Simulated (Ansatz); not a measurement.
We consider zinc-blende AlSb, described by PBEsol (PAW; Ansatz, a program for electronic structure).

A relaxed, unreconstructed slab of the (110) face has 16 atoms, two equal faces of 26.807 Å² each and an energy of -55460.8678 eV. A bulk cell of 4 atoms with the same orientation and in-plane k mesh has -13865.7397 eV. Energies are extrapolated to zero smearing.

Numerical settings: plane-wave cutoff 500 eV, 6×6×1 k mesh (along the axes of the cell as run), gaussian smearing 0.02 eV, scalar-relativistic PAW data made under PBE.

Worked out: γ = (E_slab − N E_bulk per atom)/2A = [-55460.8678 − 16 × (-13865.7397/4)]/(2 × 26.807) = 0.0390 eV/Å². With 16.022 J/m² per eV/Å² this is 0.62 J/m², or 1.05 eV per surface cell and face.
